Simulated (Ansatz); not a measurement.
# BaS: the cost of one run

Method: reference: DFT, PBEsol, plane waves, PAW, in Ansatz 0.2.0.

2 further runs of the same task are left out: 1 for a known fault of the program, 1 that didn't finish.

## 1. The system as given

Symmetry: P6_3/mmc, No. 194, hexagonal system. Conventional cell: a = 5.384 Å, b = 5.384 Å, c = 6.382 Å, α = 90.00°, β = 90.00°, γ = 120.00°. Around Ba (site symmetry -6m2) lie 5 S at 3.11 to 3.19 Å. S (site symmetry -6m2) is surrounded by 5 Ba at 3.11 to 3.19 Å.

As a file:

```cif
data_structure
_symmetry_space_group_name_H-M 'P6_3/mmc'
_symmetry_Int_Tables_number 194
_cell_length_a 5.3844
_cell_length_b 5.3844
_cell_length_c 6.3817
_cell_angle_alpha 90.000
_cell_angle_beta 90.000
_cell_angle_gamma 120.000
_cell_volume 160.23
loop_
_atom_site_label
_atom_site_type_symbol
_atom_site_symmetry_multiplicity
_atom_site_Wyckoff_symbol
_atom_site_fract_x
_atom_site_fract_y
_atom_site_fract_z
_atom_site_occupancy
Ba1 Ba 2 c 0.33333 0.66667 0.25000 1
S1 S 2 d 0.66667 0.33333 0.25000 1
```

## 2. The reference run

input.yaml reads:

```yaml
crystal:
  lattice:
    - [5.3844481182, 0.0, 0.0]
    - [-2.6922240591, 4.6630688557, 0.0]
    - [0.0, 0.0, 6.3816974491]
  atoms:
    - { symbol: Ba, position: [0.3333333333, 0.6666666667, 0.25] }
    - { symbol: Ba, position: [0.6666666667, 0.3333333333, 0.75] }
    - { symbol: S, position: [0.6666666667, 0.3333333333, 0.25] }
    - { symbol: S, position: [0.3333333333, 0.6666666667, 0.75] }
kpoints:
  mp_grid: { grid: [6, 6, 4] }
hamiltonian:
  xc: pbesol
scf:
  occupations: { method: fixed }
  n_extra_bands: 5
output:
  forces: true
  stress: true
  eigenvalues: true
```

Launch:

```sh
> ansatz run input.yaml --threads 4 --pin off --max-ram 3686MiB --backend cpu --events-out ev --progress --plain --runs-dir out
```

Q: Estimate wall time and peak memory on 4 threads of an x86-64 CPU, shared host.

About 2.9 s, with a peak of 0.48 GiB.
